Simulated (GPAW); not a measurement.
Write an ASE script for GPAW 26.7.0 that does the following.

```yaml
Task: equation of state
Functional: r2SCAN
Dispersion: D4
Potentials_or_basis: GPAW PAW data sets (gpaw-data 1.2.1)
Cutoff: 800 eV
Basis: pw
k_mesh: 8 × 8 × 8
Occupations: fermi-dirac, width 0.05 eV
Spin: no spin polarisation
Maxiter: 150
Eos_scales: "[0.94, 0.96, 0.98, 1.0, 1.02, 1.04, 1.06]"
```

The structure of ZrC lies in ZrC.cif:

```cif
data_ZrC
_cell_length_a 3.34461508
_cell_length_b 3.34461508
_cell_length_c 3.34461508
_cell_angle_alpha 60.00000000
_cell_angle_beta 60.00000000
_cell_angle_gamma 60.00000000
_space_group_name_H-M_alt 'P1'
_space_group_name_Hall 'P 1'
_space_group_IT_number 1
loop_
_space_group_symop_operation_xyz
'x,y,z'
loop_
_atom_site_label
_atom_site_type_symbol
_atom_site_symmetry_multiplicity
_atom_site_Wyckoff_symbol
_atom_site_fract_x
_atom_site_fract_y
_atom_site_fract_z
_atom_site_occupancy
Zr1 Zr 1 a 0.5000000000 0.5000000000 0.5000000000 1
C1 C 1 a 0.0000000000 0.0000000000 0.0000000000 1
```

These files were run (other wordings do the same):

run.py

```python
from ase.calculators.mixing import SumCalculator
from ase.eos import EquationOfState
from ase.io import Trajectory, read
from ase.units import GPa
from dftd4.ase import DFTD4
from gpaw import GPAW, PW

atoms = read('ZrC.cif')

traj = Trajectory('eos.traj', 'w')
volumes, energies = [], []
for x in [0.94, 0.96, 0.98, 1.0, 1.02, 1.04, 1.06]:
    a = atoms.copy()
    a.set_cell(atoms.cell * x**(1 / 3), scale_atoms=True)
    calc = GPAW(mode=PW(800),
                xc='MGGA_X_R2SCAN+MGGA_C_R2SCAN',
                kpts={'size': (8, 8, 8), 'gamma': True},
                occupations={'name': 'fermi-dirac', 'width': 0.05},
                nbands=18,
                convergence={'density': 1e-05, 'energy': 1e-05},
                maxiter=150,
                txt=f'eos-{x:.2f}.txt')
    a.calc = SumCalculator([calc, DFTD4(method='r2scan')])
    energies.append(a.get_potential_energy())
    volumes.append(a.get_volume())
    p = -a.get_stress()[:3].mean() / GPa
    calc.write(f'eos-{x:.2f}.gpw')
    traj.write(a)
    print(f'{x:.2f} {volumes[-1]:10.4f} A^3 {energies[-1]:14.6f} eV {p:9.3f} GPa', flush=True)

v0, e0, B = EquationOfState(volumes, energies, eos='birchmurnaghan').fit()
print(f'V0 = {v0:.4f} A^3, E0 = {e0:.6f} eV, B0 = {B / GPa:.2f} GPa')
```

Potentials or basis: GPAW PAW data sets (gpaw-data 1.2.1), pw.

Command:

```bash
$ OMP_NUM_THREADS=1 python run.py
```

It gave:

The equilibrium volume is 12.99 Å³/atom (rough: see the caveat). The bulk modulus is 231 GPa (rough).

Caveat: the points scatter about the fit; the PAW data sets were made with another functional, which shifts forces and pressure a little.

Wall time 6.7 min on 1 thread of Arm Neoverse V1 (shared host), peak memory 0.79 GiB.
